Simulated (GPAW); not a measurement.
Here is a GPAW 26.7.0 calculation.

Contents of run.py:

```python
from ase.dft.bandgap import bandgap
from ase.io import read, write
from ase.units import GPa
from gpaw import GPAW, PW

atoms = read('ZrS.cif')

calc = GPAW(mode=PW(600),
            xc='MGGA_X_R2SCAN+MGGA_C_R2SCAN',
            kpts={'size': (7, 7, 7), 'gamma': True},
            occupations={'name': 'fermi-dirac', 'width': 0.05},
            setups={'Zr': ':d,4.0'},
            nbands=19,
            convergence={'density': 1e-05, 'energy': 1e-05},
            maxiter=150,
            txt='gpaw.txt')
atoms.calc = calc
energy = atoms.get_potential_energy()
forces = atoms.get_forces()
stress = atoms.get_stress()
calc.write('gs.gpw')
write('result.traj', atoms)
print(f'Energy: {energy:.6f} eV')
print('Forces (eV/A):')
print(forces.round(4))
print('Stress (GPa):', (stress / GPa).round(3))
print('Fermi level:', round(calc.get_fermi_level(), 4), 'eV')
print(f'Gap: {bandgap(calc)[0]:.4f} eV, direct: {bandgap(calc, direct=True)[0]:.4f} eV')

path = atoms.cell.bandpath('GXWKGLUWLK,UX', npoints=60, eps=1e-4)
bs_calc = calc.fixed_density(kpts=path, symmetry='off', nbands=29,
                             convergence={'bands': 'CBM+6.0', 'eigenstates': 1e-6}, txt='bands.txt')
bs = bs_calc.band_structure()
bs.write('bs.json')
print(f'Gap on the path: {bandgap(bs_calc)[0]:.4f} eV')
```

Contents of ZrS.cif:

```cif
data_ZrS
_cell_length_a 3.71231060
_cell_length_b 3.71231060
_cell_length_c 3.71231060
_cell_angle_alpha 60.00000000
_cell_angle_beta 60.00000000
_cell_angle_gamma 60.00000000
_space_group_name_H-M_alt 'P1'
_space_group_name_Hall 'P 1'
_space_group_IT_number 1
loop_
_space_group_symop_operation_xyz
'x,y,z'
loop_
_atom_site_label
_atom_site_type_symbol
_atom_site_symmetry_multiplicity
_atom_site_Wyckoff_symbol
_atom_site_fract_x
_atom_site_fract_y
_atom_site_fract_z
_atom_site_occupancy
Zr1 Zr 1 a 0.0000000000 0.0000000000 0.0000000000 1
S1 S 1 a 0.5000000000 0.5000000000 0.5000000000 1
```

Potentials or basis: GPAW PAW data sets (gpaw-data 1.2.1), pw.

The run is started by

```console
$ OMP_NUM_THREADS=1 python run.py
```

(1) What does it give for the band gap along the path?

(2) Predict the pressure.

Results:

(1) none (metal or under the smearing width).

(2) 3.4 GPa.

Caveat: the PAW data sets were made with another functional, which shifts forces and pressure a little; U without spin polarisation on a metal has little footing.
